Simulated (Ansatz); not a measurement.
**PbSe (Clausthalite): relaxation of cell and atoms with BLYP**

PbSe (Clausthalite):

```xyz
2
Lattice="0.0000 3.0606 3.0606 3.0606 0.0000 3.0606 3.0606 3.0606 0.0000" Properties=species:S:1:pos:R:3 pbc="T T T"
Pb    0.0000    0.0000    0.0000
Se    3.0606    3.0606    3.0606
```

```yaml
Program: Ansatz 0.2.0
Task: relaxation of cell and atoms
Functional: BLYP
Potentials_or_basis: Ansatz PAW
Cutoff: "420 eV (not typed: the program's choice for these potentials)"
k_mesh: 8 × 8 × 8
Occupations: fermi-dirac, width 0.05 eV
Spin: no spin polarisation
```

```yaml
Relaxed_volume: 32.11 Å³/atom
Relaxed_cell: a = 4.495 Å, b = 4.495 Å, c = 4.495 Å, α = 60.00°, β = 60.00°, γ = 60.00°
Space_group_after_relaxing_to_0.05_Å: Fm-3m (No. 225)
Energy_gained_by_relaxing: 57.0 meV/atom
Ionic_steps: 5
Pressure_after_relaxing: 0.0 GPa
Band_gap_on_the_k_mesh: 0.69 eV
```

The path:
```tsv
step	energy change (eV)	largest force (eV/Å)	volume (Å³)
1	0.0000	0.0000	57.34
2	-0.1063	0.0000	66.14
3	-0.1128	0.0000	64.59
4	-0.1131	0.0000	64.23
5	-0.1139	0.0000	64.23
```

Final structure:
```xyz
2
Lattice="0.0000 3.1785 3.1785 3.1785 0.0000 3.1785 3.1785 3.1785 0.0000" Properties=species:S:1:pos:R:3 pbc="T T T"
Pb    0.0000    0.0000    0.0000
Se    3.1785    3.1785    3.1785
```

It took 4.6 s on 2 threads of Arm Neoverse V1, on a shared host, peak memory 0.36 GiB.

The cell as given is a measured one (28.67 Å³/atom); BLYP puts the equilibrium volume +12.0 % from it, thermal expansion not counted.

Caveat: the plane-wave basis is chosen anew once the cell has moved, so the energies of steps on either side of that aren't comparable; spin-orbit coupling is left out, which as a rule narrows the gap of such compounds by several tenths of an eV; the volume moved by +12 % from the deposited cell, more than functionals usually miss; the PAW data sets come from PBE, with cores solved anew for the run's functional, which leaves a small shift of forces and pressure.
